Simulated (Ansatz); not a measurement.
CaF₂:
```yaml
crystal:
  lattice:
    - [0.00000, 2.75538, 2.75538]
    - [2.75538, 0.00000, 2.75538]
    - [2.75538, 2.75538, 0.00000]
  atoms:
    - { symbol: Ca, position: [0.00000, 0.00000, 0.00000] }
    - { symbol: F, position: [0.75000, 0.75000, 0.75000] }
    - { symbol: F, position: [0.25000, 0.25000, 0.25000] }
```

Relaxed with PBE. Special points in fractions of this cell's reciprocal vectors: Γ (0.000, 0.000, 0.000); X (0.500, 0.000, 0.500); U (0.625, 0.250, 0.625); K (0.375, 0.375, 0.750); L (0.500, 0.500, 0.500); W (0.500, 0.250, 0.750).

Task: List the band energies nearest the valence-band maximum at these points for plane-wave PAW PBE (Ansatz code).

Result: In eV from the valence-band maximum; about four levels below and three above (degenerate sets whole), none deeper than 8.9 eV; points with the same levels are listed once.

```
k                                below                above
-  -----------------------------------  -------------------
Γ  -2.02 -2.02 -2.02 -0.25 -0.25 -0.25       7.14 9.06 9.06
X         -1.61 -1.61 -0.35 -0.35 0.00       8.05 9.36 9.93
U              -1.47 -0.61 -0.43 -0.09       8.30 9.55 9.67
L              -1.25 -1.20 -0.82 -0.82       9.26 9.26 9.58
W              -1.01 -1.01 -0.27 -0.09  8.36 9.61 9.77 9.77
```

Space group Fm-3m (fluorite). Symmetry was held in the PBE relaxation.

Potentials: the earlier of the program's two PAW sets.
